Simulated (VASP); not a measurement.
A calculation with VASP 6.6.1 of NiSb (Breithauptite) (ASE script, structure typed inline):

run.py

```python
from ase import Atoms
from ase.calculators.vasp import Vasp
from ase.dft.bandgap import bandgap

atoms = Atoms(
    ['Sb', 'Sb', 'Ni', 'Ni'],
    cell=[[3.928, 0.0, 0.0], [-1.964, 3.4017477861, 0.0], [0.0, 0.0, 5.12]],
    scaled_positions=[[0.6666666667, 0.3333333333, 0.75], [0.3333333333, 0.6666666667, 0.25], [0.0, 0.0, 0.5], [0.0, 0.0, 0.0]],
    pbc=True,
)
atoms.set_initial_magnetic_moments([0.0, 0.0, 1.0, 1.0])
calc = Vasp(
    directory='calc',
    xc='rpbe',
    pp='PBE',
    setups='minimal',
    prec='Accurate',
    encut=500,
    ediff=1e-07,
    ismear=0,
    sigma=0.1,
    lreal=False,
    lasph=True,
    nelm=150,
    algo='Normal',
    isif=2,
    lwave=False,
    lcharg=False,
    ispin=2,
    lorbit=11,
    lmaxmix=4,
    kpts=[8, 8, 5],
    gamma=True,
    nbands=27,
)
atoms.calc = calc

print('energy (eV):', atoms.get_potential_energy())
print('free energy (eV):', atoms.get_potential_energy(force_consistent=True))
print('forces (eV/A):')
print(atoms.get_forces())
print('stress (eV/A^3, Voigt):', atoms.get_stress())
print('Fermi level (eV):', calc.get_fermi_level())
print('moment (muB):', atoms.get_magnetic_moment())
print('site moments (muB):', atoms.get_magnetic_moments())
gap, top, bottom = bandgap(calc)
print('band gap (eV):', gap, 'from (spin, k, band)', top, 'to', bottom)
```

Potentials or basis: VASP PAW PBE potentials, release 64 (Sb, Ni).

The run is started by

```bash
$ python run.py
```

Question: Write the same calculation in another form: native input, structure from a POSCAR.

Answer: As run:

INCAR

```
ALGO = Fast
EDIFF = 1E-6
ENCUT = 500
GGA = RP
ISIF = 2
ISMEAR = 0
ISPIN = 2
LASPH = True
LCHARG = False
LMAXMIX = 4
LORBIT = 11
LREAL = False
LWAVE = False
MAGMOM = 0 0 1 1
NELM = 150
PREC = Accurate
SIGMA = 0.1
```

Contents of KPOINTS:

```
k-points
0
Gamma
  8 8 5
```

The input POSCAR:

```
NiSb
1.0
    3.9280000000      0.0000000000      0.0000000000
   -1.9640000000      3.4017477861      0.0000000000
    0.0000000000      0.0000000000      5.1200000000
Sb Ni
2 2
Direct
    0.6666666667      0.3333333333      0.7500000000
    0.3333333333      0.6666666667      0.2500000000
    0.0000000000      0.0000000000      0.5000000000
    0.0000000000      0.0000000000      0.0000000000
```

Potentials or basis: VASP PAW PBE potentials, release 64 (Sb, Ni).

Launch:

```bash
$ cat potpaw_PBE.64/Sb/POTCAR potpaw_PBE.64/Ni/POTCAR > POTCAR
$ mpirun -np 1 vasp_std > vasp.out
```

Both were run:

|  | ASE script, structure typed inline | native input, structure from a POSCAR |
| --- | --- | --- |
| Pressure | 6.4 GPa | 6.4 GPa |
| Band gap on the k mesh | none (metal or under the smearing width) | none (metal or under the smearing width) |
| Net moment | 0.00 μB per cell | 0.00 μB per cell |
| Valence electrons inside the program's atomic spheres | Sb 2.42; Ni 9.39 | Sb 2.42; Ni 9.39 |

Keys that steer only the numerical path or the files written may differ.

Caveat: the PAW data sets were made with another functional, which shifts forces and pressure a little.
